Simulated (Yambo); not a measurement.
# Si (Fd-3m) in Yambo: notebook

One crystal, Si, is run at these levels: PBE; tasks: optical spectrum, Hartree-Fock levels.

Everything below comes from runs of Yambo 5.3.0. Logs are shortened: lines on timing, memory, paths and dates and some standing lists are left out, and cuts for length are marked.

## (1) The crystal as given

The structure is cubic, space group Fd-3m (No. 227). Conventional cell: a = 5.444 Å, b = 5.444 Å, c = 5.444 Å, α = 90.00°, β = 90.00°, γ = 90.00°. Si (site symmetry -43m) has 4 Si at 2.36 Å as nearest neighbours.

## (2) Optical spectrum, PBE

File optics7.in:

```
optics
chi
Chimod= "IP"
% BndsRnXd
 1 | 19 |
%
% LongDrXd
 1 | 1 | 0 |
%
% QpntsRXd
 1 | 1 |
%
% EnRngeXd
 0 | 30 | eV
%
% DmRngeXd
 0.3 | 0.3 | eV
%
ETStpsXd= 150
Gauge= "velocity"
```

File scf.in:

```
&CONTROL
  calculation = 'scf'
  prefix = 'pwscf'
  outdir = './tmp'
  pseudo_dir = './pseudo'
/
&SYSTEM
  ibrav = 0
  nat = 2
  ntyp = 1
  ecutwfc = 36
  nbnd = 9
  occupations = 'smearing'
  smearing = 'fd'
  degauss = 0.00367493
  force_symmorphic = .true.
/
&ELECTRONS
  conv_thr = 4d-10
  electron_maxstep = 120
  mixing_beta = 0.5
/
ATOMIC_SPECIES
Si    28.0850 Si.upf
CELL_PARAMETERS bohr
   0.0000000000    5.1435532945    5.1435532945
   5.1435532945    0.0000000000    5.1435532945
   5.1435532945    5.1435532945    0.0000000000
ATOMIC_POSITIONS bohr
Si     5.1435532945    5.1435532945    5.1435532945
Si     7.7153299417    7.7153299417    7.7153299417
K_POINTS automatic
24 24 24 0 0 0
```

File nscf.in:

```
&CONTROL
  calculation = 'nscf'
  prefix = 'pwscf'
  outdir = './tmp'
  pseudo_dir = './pseudo'
/
&SYSTEM
  ibrav = 0
  nat = 2
  ntyp = 1
  ecutwfc = 36
  nbnd = 34
  occupations = 'fixed'
  force_symmorphic = .true.
/
&ELECTRONS
  conv_thr = 1d-08
  diago_full_acc = .true.
  diago_thr_init = 1d-06
/
ATOMIC_SPECIES
Si    28.0850 Si.upf
CELL_PARAMETERS bohr
   0.0000000000    5.1435532945    5.1435532945
   5.1435532945    0.0000000000    5.1435532945
   5.1435532945    5.1435532945    0.0000000000
ATOMIC_POSITIONS bohr
Si     5.1435532945    5.1435532945    5.1435532945
Si     7.7153299417    7.7153299417    7.7153299417
K_POINTS automatic
24 24 24 0 0 0
```

Potentials or basis: PseudoDojo 0.4.1 SR PBE standard.

Run with:

```sh
OMP_NUM_THREADS=1 pw.x -in scf.in > scf.out
OMP_NUM_THREADS=1 pw.x -in nscf.in > nscf.out
cd tmp/pwscf.save; p2y; mv SAVE ../..; cd ../..
OMP_NUM_THREADS=1 yambo
OMP_NUM_THREADS=1 yambo -F optics7.in -J optics7 -C optics7_out
```

Yambo's report:

```text
[... sections 02.01 to 02.04 as in the set-up run ...]

  [02.05] Energies & Occupations
  ==============================

  [X] === General ===
  [X] Electronic Temperature                        :  0.000000  0.000000 [eV K]
  [X] Bosonic    Temperature                        :  0.000000  0.000000 [eV K]
  [X] Finite Temperature mode                       : no
  [X] El. density                                   :  0.19837E+24 [cm-3]
  [X] Fermi Level                                   :  6.154227 [eV]

  [X] === Gaps and Widths ===
  [X] Conduction Band Min                           :  0.583412 [eV]
  [X] Valence Band Max                              :  0.000000 [eV]
  [X] Filled Bands                                  :   4
  [X] Empty Bands                                   :    5   34
  [X] Direct Gap                                    :  2.553463 [eV]
  [X] Direct Gap localized at k                     :  1
  [X] Indirect Gap                                  :  0.583412 [eV]
  [X] Indirect Gap between kpts                     :    1  149
  [X] Last valence band width                       :  3.823738 [eV]
  [X] 1st conduction band width                     :  3.690541 [eV]

 [03] Transferred momenta grid and indexing
 ==========================================

 IBZ Q-points                                      :   413
 BZ  Q-points                                      :  13824

 K/Q-points units:
 rlu = crystal or reduced units; cc = cartesian coordinates; iku = interal k-units

 Q [  1]        [rlu]:  0.000000  0.000000  0.000000
 Q [  2]        [rlu]:  0.66772E-18  0.66772E-18  0.41667E-01
 Q [  3]        [rlu]:  0.13354E-17  0.13354E-17  0.83333E-01
 Q [  4]        [rlu]:  0.61019E-17  0.61019E-17  0.12500
 Q [  5]        [rlu]:  0.15374E-18  0.15374E-18  0.16667
 Q [  6]        [rlu]: -0.32773E-17 -0.32773E-17  0.20833
[... 42 lines left out ...]
 Q [ 49]        [rlu]:  0.57980E-17  0.83333E-01 -0.41667
 Q [ 50]        [rlu]: -0.59403E-16  0.83333E-01 -0.37500

 Remaining 363 points informations can be written running with -fatlog

 [WARNING] [Xd] User bands 1-19 break level degeneracy

 [04] Dipoles
 ============

  [04.01] Setup: observables and procedures
  =========================================

  [WF-Oscillators/G space/Transverse up loader] Normalization (few states)  min/max  :  0.31225E-16   1.0000

  [WR./optics7//ndb.dipoles]------------------------------------------------------
   Brillouin Zone Q/K grids (IBZ/BZ)                :    413  13824    413  13824
   RL vectors                                       :  1411 [WF]
   Fragmentation                                    : yes
   Electronic Temperature                           :  0.000000 [K]
   Bosonic    Temperature                           :  0.000000 [K]
   DIP band range                                   :   1  19
   DIP band range limits                            :   4   5
   DIP e/h energy range                             : -1.000000 -1.000000 [eV]
   RL vectors in the sum                            :  1411
   [r,Vnl] included                                 : yes
   Bands ordered                                    : yes
   Direct v evaluation                              : no
   Approach used                                    : G-space v
   Dipoles computed                                 : R V P [G-space]
   Wavefunctions                                    : Perdew, Burke & Ernzerhof(X)+Perdew, Burke & Ernzerhof(C)

  [WARNING] [r,Vnl^pseudo] included in position and velocity dipoles.

  [WARNING] In case H contains other non local terms, these are neglected

 [05] Optics
 ===========

 [X-CG] R(p) Tot o/o(of R):    19035   829440      100
```

o-optics7.eel_q1_ip:

```text
# Electron Energy Loss @ Q(1):  0.707106781     0.707106781      0.00000000    [q->0 direction]
#
# [ X ] Hartree size                              :  1
# [GEN] GF Energies                               : Perdew, Burke & Ernzerhof(X)+Perdew, Burke & Ernzerhof(C)
# [GEN] Green`s Function                          : T-ordered
#
# [GEN] Gauge                                     : Velocity
# [GEN] [r,Vnl] included                          : yes
#
#    E[1] [eV]          Im(eel)            Re(eel)
#
        0.272114E-8        0.005339          -0.074010
        0.201342           0.005361          -0.073815
        0.402685           0.005428          -0.073227
        0.604027           0.005540          -0.072242
        0.805369           0.005702          -0.070852
        1.006711           0.005919          -0.069043
[... 142 lines left out ...]
        29.79866           0.046781          -1.411569
        30.00000           0.044713          -1.403403
#
```

Wall time 3 min (1 thread of Arm Neoverse V1, shared host); peak memory 0.42 GiB.

Results:

| Property | Result |
| --- | --- |
| Band gap on the k mesh, mean-field level | 0.58 eV, indirect (least direct gap 2.55 eV) |
| Absorption peak | 3.83 eV |
| Electronic dielectric constant along the field | 13.44 |

Dielectric function (along the field direction of the input):
```tsv
energy (eV)	real part	imaginary part
0.40	13.58	1.01
1.41	15.44	1.58
2.42	22.18	6.07
3.42	17.15	25.54
4.43	-5.66	19.54
5.44	-7.50	9.93
6.44	-5.69	5.04
7.45	-4.10	3.13
8.46	-3.08	1.99
9.46	-2.21	1.30
10.67	-1.47	0.84
11.68	-1.04	0.62
12.68	-0.72	0.47
13.69	-0.48	0.38
14.70	-0.29	0.32
15.70	-0.13	0.24
16.71	0.00	0.18
17.72	0.11	0.14
18.72	0.22	0.11
19.93	0.32	0.10
```

Energy-loss function:
| energy (eV) | loss |
| --- | --- |
| 0.0 | 0.005 |
| 1.2 | 0.006 |
| 2.6 | 0.015 |
| 3.8 | 0.031 |
| 5.2 | 0.065 |
| 6.4 | 0.087 |
| 7.9 | 0.133 |
| 9.1 | 0.181 |
| 10.5 | 0.273 |
| 11.7 | 0.424 |
| 13.1 | 0.788 |
| 14.3 | 1.416 |
| 15.7 | 3.147 |
| 16.9 | 5.640 |
| 18.3 | 2.549 |
| 19.5 | 1.026 |
| 20.9 | 0.527 |
| 22.1 | 0.320 |
| 23.6 | 0.196 |
| 24.8 | 0.129 |
| 26.2 | 0.091 |
| 27.4 | 0.074 |
| 28.8 | 0.057 |
| 30.0 | 0.045 |

Caveat: independent-particle spectra lack excitons.

## (3) Hartree-Fock levels, PBE

File hf1.in:

```
rim_cut
HF_and_locXC
RandQpts= 1000000
RandGvec= 50 RL
EXXRLvcs= 29 Ry
VXCRLvcs= 29 Ry
% QPkrange
 1 | 16 | 4 | 6 |
%
```

File scf.in:

```
&CONTROL
  calculation = 'scf'
  prefix = 'pwscf'
  outdir = './tmp'
  pseudo_dir = './pseudo'
/
&SYSTEM
  ibrav = 0
  nat = 2
  ntyp = 1
  ecutwfc = 29
  nbnd = 9
  occupations = 'smearing'
  smearing = 'fd'
  degauss = 0.00367493
  force_symmorphic = .true.
/
&ELECTRONS
  conv_thr = 4d-10
  electron_maxstep = 120
  mixing_beta = 0.5
/
ATOMIC_SPECIES
Si    28.0850 Si.upf
CELL_PARAMETERS angstrom
   0.0000000000    2.7218511865    2.7218511865
   2.7218511865    0.0000000000    2.7218511865
   2.7218511865    2.7218511865    0.0000000000
ATOMIC_POSITIONS crystal
Si     0.5000000000    0.5000000000    0.5000000000
Si     0.7500000000    0.7500000000    0.7500000000
K_POINTS automatic
8 8 8 0 0 0
```

File nscf.in:

```
&CONTROL
  calculation = 'nscf'
  prefix = 'pwscf'
  outdir = './tmp'
  pseudo_dir = './pseudo'
/
&SYSTEM
  ibrav = 0
  nat = 2
  ntyp = 1
  ecutwfc = 29
  nbnd = 104
  occupations = 'fixed'
  force_symmorphic = .true.
/
&ELECTRONS
  conv_thr = 1d-08
  diago_full_acc = .true.
  diago_thr_init = 1d-06
/
ATOMIC_SPECIES
Si    28.0850 Si.upf
CELL_PARAMETERS angstrom
   0.0000000000    2.7218511865    2.7218511865
   2.7218511865    0.0000000000    2.7218511865
   2.7218511865    2.7218511865    0.0000000000
ATOMIC_POSITIONS crystal
Si     0.5000000000    0.5000000000    0.5000000000
Si     0.7500000000    0.7500000000    0.7500000000
K_POINTS automatic
6 6 6 0 0 0
```

Potentials or basis: PseudoDojo 0.5 SR PBE standard.

Run with:

```sh
OMP_NUM_THREADS=1 pw.x -in scf.in > scf.out
OMP_NUM_THREADS=1 pw.x -in nscf.in > nscf.out
cd tmp/pwscf.save; p2y; mv SAVE ../..; cd ../..
OMP_NUM_THREADS=1 yambo
mkdir -p hf1; ln -s $PWD/g0w00/ndb.RIM hf1/
OMP_NUM_THREADS=1 yambo -F hf1.in -J hf1 -C hf1_out
```

Yambo's report:

```text
[... sections 02.01 to 02.04 as in the set-up run ...]

  [02.05] Energies & Occupations
  ==============================

  [X] === General ===
  [X] Electronic Temperature                        :  0.000000  0.000000 [eV K]
  [X] Bosonic    Temperature                        :  0.000000  0.000000 [eV K]
  [X] Finite Temperature mode                       : no
  [X] El. density                                   :  0.19837E+24 [cm-3]
  [X] Fermi Level                                   :  6.156992 [eV]

  [X] === Gaps and Widths ===
  [X] Conduction Band Min                           :  0.723960 [eV]
  [X] Valence Band Max                              :  0.000000 [eV]
  [X] Filled Bands                                  :   4
  [X] Empty Bands                                   :    5  104
  [X] Direct Gap                                    :  2.553178 [eV]
  [X] Direct Gap localized at k                     :  1
  [X] Indirect Gap                                  :  0.723960 [eV]
  [X] Indirect Gap between kpts                     :   1  13
  [X] Last valence band width                       :  3.619829 [eV]
[... 76 lines left out ...]
  Non-Local XC kind (nlXC) : Hartree-Fock

  Corrections @ K [1] :  [eV]
 <4|nlXC|4> = -12.70612  0.43695E-17 <4|lXC|4> = -11.30030  0.59005E-16
 <5|nlXC|5> = -5.842345 -0.19625E-18 <5|lXC|5> = -10.01290  0.94408E-16
 <6|nlXC|6> = -5.842345 -0.14429E-17 <6|lXC|6> = -10.01290  0.28323E-15
[... 71 lines left out ...]
  Corrections @ K [16] :  [eV]
 <4|nlXC|4> = -12.94085  0.83559E-17 <4|lXC|4> = -10.06774 -0.11801E-16
 <5|nlXC|5> = -5.272267 -0.11479E-17 <5|lXC|5> = -9.493167 -0.47204E-16
 <6|nlXC|6> = -5.272267 -0.88218E-18 <6|lXC|6> = -9.493127 -0.11801E-16

  [05.01] Hartree-Fock occupations report
  =======================================

  [Hartree-Fock] === General ===
  [Hartree-Fock] Electronic Temperature             :  0.000000  0.000000 [eV K]
  [Hartree-Fock] Bosonic    Temperature             :  0.000000  0.000000 [eV K]
  [Hartree-Fock] Finite Temperature mode            : no
  [Hartree-Fock] El. density                        :  0.19837E+24 [cm-3]
  [Hartree-Fock] Fermi Level                        :  6.156992 [eV]

  [Hartree-Fock] === Gaps and Widths ===
  [Hartree-Fock] Conduction Band Min                :  4.307043 [eV]
  [Hartree-Fock] Valence Band Max                   : -1.405827 [eV]
  [Hartree-Fock] Filled Bands                       :   4
  [Hartree-Fock] Empty Bands                        :    5  104
  [Hartree-Fock] Direct Gap                         :  8.129564 [eV]
  [Hartree-Fock] Direct Gap localized at k          :  1
  [Hartree-Fock] Indirect Gap                       :  5.712870 [eV]
  [Hartree-Fock] Indirect Gap between kpts          :   1  10
  [Hartree-Fock] Last valence band width            :  5.087110 [eV]
  [Hartree-Fock] 1st conduction band width          :  3.362270 [eV]
```

Wall time 15 s (1 thread of Arm Neoverse V2, shared host); peak memory 0.23 GiB.

What came out:

```
Band gap on the k mesh, mean-field level          : 0.72 eV, indirect (least direct gap 2.55 eV)
Quasiparticle gap                                 : 5.61 eV
Least direct quasiparticle gap                    : 8.13 eV
Quasiparticle gap at Γ                            : 8.13 eV
Band gap of the same states before the correction : 0.63 eV
```

Quasiparticle terms (eV):
| k point | band | Kohn-Sham level | Vxc | Σx | Σc | Z | result |
| --- | --- | --- | --- | --- | --- | --- | --- |
| (0.000, 0.000, 0.000) | 4 | 0.00 | -11.30 | -12.71 | - | - | -1.41 |
| (0.000, 0.000, 0.000) | 5 | 2.55 | -10.01 | -5.84 | - | - | 6.72 |
| (0.000, 0.000, 0.000) | 6 | 2.55 | -10.01 | -5.84 | - | - | 6.72 |
| (0.000, 0.000, 0.167) | 4 | -0.45 | -11.12 | -12.64 | - | - | -1.96 |
| (0.000, 0.000, 0.167) | 5 | 2.32 | -10.12 | -5.95 | - | - | 6.49 |
| (0.000, 0.000, 0.167) | 6 | 3.20 | -10.16 | -5.78 | - | - | 7.58 |
| (0.000, 0.000, 0.333) | 4 | -1.00 | -11.04 | -12.87 | - | - | -2.82 |
| (0.000, 0.000, 0.333) | 5 | 1.73 | -10.06 | -6.06 | - | - | 5.73 |
| (0.000, 0.000, 0.333) | 6 | 3.50 | -9.84 | -5.27 | - | - | 8.07 |
| (0.000, 0.000, -0.500) | 4 | -1.20 | -11.04 | -12.99 | - | - | -3.15 |
| (0.000, 0.000, -0.500) | 5 | 1.50 | -10.06 | -6.13 | - | - | 5.44 |
| (0.000, 0.000, -0.500) | 6 | 3.34 | -9.64 | -5.10 | - | - | 7.88 |
| (0.000, 0.167, 0.167) | 4 | -1.19 | -10.84 | -12.62 | - | - | -2.97 |
| (0.000, 0.167, 0.167) | 5 | 1.70 | -9.57 | -5.72 | - | - | 5.55 |
| (0.000, 0.167, 0.167) | 6 | 4.26 | -9.96 | -5.14 | - | - | 9.08 |
| (0.000, 0.167, 0.333) | 4 | -1.74 | -10.76 | -12.86 | - | - | -3.84 |
| (0.000, 0.167, 0.333) | 5 | 1.96 | -9.59 | -5.69 | - | - | 5.86 |
| (0.000, 0.167, 0.333) | 6 | 4.04 | -9.87 | -5.02 | - | - | 8.90 |
| (0.000, 0.167, -0.500) | 4 | -1.77 | -10.81 | -12.97 | - | - | -3.93 |
| (0.000, 0.167, -0.500) | 5 | 2.04 | -9.49 | -5.44 | - | - | 6.09 |

Caveat: this k mesh misses the band edges, so its gaps are larger than the crystal's; the quasiparticle gap listed is the Kohn-Sham gap on the denser mesh of the self-consistent run plus the correction found on the GW mesh, so it differs from the gap in the log.
